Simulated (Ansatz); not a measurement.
# AlP: the cost of one run

Computed with Ansatz 0.2.0 (DFT LDA, all-electron LAPW, scalar-relativistic unless said, unless a step's input says otherwise).

The COD entry's cell or inner coordinates are ideal or old and differ from later refinements, so a difference from it is no clean test against experiment.

### 1 The system as given

Symmetry: F-43m, No. 216, cubic system. Conventional cell: a = 5.434 Å, b = 5.434 Å, c = 5.434 Å, α = 90.00°, β = 90.00°, γ = 90.00°. Al (site symmetry -43m) has 4 P at 2.35 Å as nearest neighbours. Around P (site symmetry -43m) lie 4 Al at 2.35 Å.

Structure file:

```cif
data_structure
_symmetry_space_group_name_H-M 'P 1'
_symmetry_Int_Tables_number 1
_cell_length_a 3.8423
_cell_length_b 3.8423
_cell_length_c 3.8423
_cell_angle_alpha 60.000
_cell_angle_beta 60.000
_cell_angle_gamma 90.000
_cell_volume 40.11
loop_
_atom_site_label
_atom_site_type_symbol
_atom_site_fract_x
_atom_site_fract_y
_atom_site_fract_z
_atom_site_occupancy
Al1 Al 0.00000 0.00000 0.00000 1
P1 P 0.75000 0.25000 0.50000 1
```

Cartesian axes are those of the input's lattice vectors. The structure goes back to a database entry.

### 2 Reference run, fine mesh, LAPW

The input, input.yaml:

```yaml
crystal:
  lattice:
    - [2.71692670604, 2.71692670604, 0.0]
    - [-2.71692670604, 2.71692670604, 0.0]
    - [0.0, 2.71692670604, 2.71692670604]
  atoms:
    - { symbol: Al, position: [0.0, 0.0, 0.0] }
    - { symbol: P, position: [0.75, 0.25, 0.5] }
kpoints:
  mp_grid: { grid: [8, 8, 8] }
scf:
  occupations: { method: fixed }
hamiltonian:
  xc: lda
  pseudopotentials: { kind: all_electron, lapw: { basis_error: 0.001 } }
output:
  forces: true
  stress: true
  eigenvalues: true
  eigenstates:
    nscf_kmesh: { grid: [12, 12, 12] }
    de_dk: true
    e_range: [-9, 11.42016093171]
checkpoint:
  write: ck
  write_wavefunctions: false
```

The run is started by

```console
$ ansatz run input.yaml --threads 1 --pin off --max-ram 3072MiB --backend cpu --events-out ev --progress --plain --runs-dir out
```

Q: Estimate wall time and peak memory on 1 thread of Arm Neoverse V1, shared host.

About 11 s, with a peak of 0.22 GiB.
